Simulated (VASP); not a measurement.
A run of VASP 6.6.1:

File INCAR:

```
  PREC = Accurate
  ENCUT = 600
  EDIFF = 1E-7
  ISMEAR = 0
  SIGMA = 0.1
  LREAL = False
  LASPH = True
  NELM = 100
  ALGO = Normal
  ISIF = 3
  LWAVE = False
  LCHARG = False
  METAGGA = R2SCAN
  LMIXTAU = True
  LUSE_VDW = True
  IVDW_NL = 2
  BPARAM = 11.95
  CPARAM = 0.0093
  IBRION = 2
  NSW = 90
  EDIFFG = -0.005
```

File KPOINTS:

```
regular mesh
0
Gamma
  20 20 20
```

Contents of POSCAR:

```
Os
1.0
   -1.5182944900      1.5182944900      1.5182944900
    1.5182944900     -1.5182944900      1.5182944900
    1.5182944900      1.5182944900     -1.5182944900
Os
1
Direct
    0.0000000000      0.0000000000      0.0000000000
```

Potentials or basis: VASP PAW PBE potentials, release 64 (Os).

Run with:

```console
$ cat potpaw_PBE.64/Os/POTCAR > POTCAR
$ mpirun -np 1 vasp_std > vasp.out
```

Hardware: 1 thread of Intel(R) Xeon(R) 6975P-C (Granite Rapids), with other jobs on the host.

Question: How long does it take, and how much memory?

Answer: Run time: 4.5 min on 1 thread of Intel(R) Xeon(R) 6975P-C (Granite Rapids), on a shared host, peak memory 0.27 GiB. Counts: scf iterations 49, k points 256, ion steps 4.
